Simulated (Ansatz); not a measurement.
Crystal: Au.

```
Au
1.0
     0.00000    2.03500    2.03500
     2.03500    0.00000    2.03500
     2.03500    2.03500    0.00000
Au
1
Direct
  0.00000 0.00000 0.00000
```

Program: Ansatz 0.2.0. Alike in all runs: potentials or basis Ansatz PAW; cell as given. Hardware: 2 threads of Arm Neoverse V1, with other jobs on the host.

Question: Order these runs on this cell by their wall time, lowest first.
A. task single point; level RPBE; spin off; k mesh 11 × 11 × 11; cutoff (eV) 420; smearing gaussian 0.02 eV; mesh quality not flagged
B. task band structure; level HSE03; spin off; k mesh 6 × 6 × 6; cutoff (eV) 420; smearing fermi-dirac 0.05 eV; points for each segment of the path 4; mesh quality coarse
C. task optical spectrum; level r2SCAN+D3(BJ)+U; spin SOC, no magnetisation; U Au d U = 7 eV; k mesh 8 × 8 × 8; cutoff (eV) 500; smearing gaussian 0.05 eV; broadening 0.05 eV; hubbard projectors ortho-atomic (the default); double counting fll (the default); mesh quality not flagged
D. task single point; level r2SCAN0; spin off; k mesh 6 × 6 × 6; cutoff (eV) 500; smearing fermi-dirac 0.05 eV; mesh quality coarse

Answer: A (0.59 s), D (7.7 s), C (16 s), B (59 s).

Caveats: some runs use coarse meshes; spectra need much finer meshes, so this one isn't converged (some runs); independent-particle spectra lack excitons (some runs); the intraband (Drude) part of a metal's response may be missing (some runs); U without spin polarisation on a metal has little footing (some runs).
